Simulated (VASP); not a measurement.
# BaF₂: convergence, self-consistent run

BaF₂, Fm-3m (no. 225), 3 atoms in the cell. PBE; PAW potentials Ba_sv, F (PBE set). VASP 6.6.1.

Wanted: energy within 0.2 meV/atom; levels at the zone centre within 0.003 eV.

What the run is for: comparing ways to start; Accuracy asked: tight.

Levels at the zone centre: counted from the valence top at that point.

POSCAR:
```
BaF2
1.0
    0.0000000000      3.1000500000      3.1000500000
    3.1000500000      0.0000000000      3.1000500000
    3.1000500000      3.1000500000      0.0000000000
Ba F
1 2
Direct
    0.0000000000      0.0000000000      0.0000000000
    0.7500000000      0.7500000000      0.7500000000
    0.2500000000      0.2500000000      0.2500000000
```

## How the run starts (with a second run first, the time holds both)

| How the run starts (with a second run first, the time holds both) | Energy less reference (meV/atom) | Levels at the zone centre, largest deviation (eV) | Time (s) |
|---|---|---|---|
| from scratch: 13 SCF iterations | 0.00 | 0.0000 | 32 |
| orbitals of a nearby geometry (ISTART 1): 13 + 9 SCF iterations | 0.00 | 0.0001 | 104 |
| orbitals and density of a nearby geometry: 13 + 10 SCF iterations | 0.00 | 0.0002 | 91 |
| density of a nearby geometry (ICHARG 1): 13 + 13 SCF iterations | 0.00 | 0.0002 | 92 |
| orbitals in the old basis (ISTART 2), symmetry off: 13 + 11 SCF iterations | -0.41 | 0.0006 | 245 |

## Question

For each series: keep the first row unless others stay within half of the tolerance and take at least 30 % less time, and then take the fastest.

## Answer

- How the run starts (with a second run first, the time holds both): from scratch: 13 SCF iterations

The chosen settings are those of the reference run.

Values of the reference run: Levels at the zone centre: 0, 0, 6.839 eV from the valence top at Gamma.

## The input

INCAR:
```
GGA = PE ; ISMEAR = 0
SIGMA = 0.03 ; LWAVE = F
LCHARG = F ; ISIF = 2
PREC = Accurate ; LASPH = T
LREAL = F ; ALGO = Normal
EDIFF = 1E-6 ; NELM = 120
GGA_COMPAT = F ; ENCUT = 520
EFERMI = MIDGAP
```

KPOINTS:
```
k-points
0
Gamma
  7 7 7
```

Commands:
```
cat potpaw_PBE.64/Ba_sv/POTCAR potpaw_PBE.64/F/POTCAR > POTCAR
mpirun -np 1 vasp_std > vasp.out
```

The chosen input took VASP 6.6.1 32 s on 1 core (Intel Xeon Platinum 8488C (Sapphire Rapids)), a shared host.

## An input that fails: restart asked without its files

VASP's message: ERROR: charge density could not be read from file CHGCAR for ICHARG>10.

Changes against the starting input:
```
- NELM = 120
+ NELM = 60
+ ICHARG = 11
```
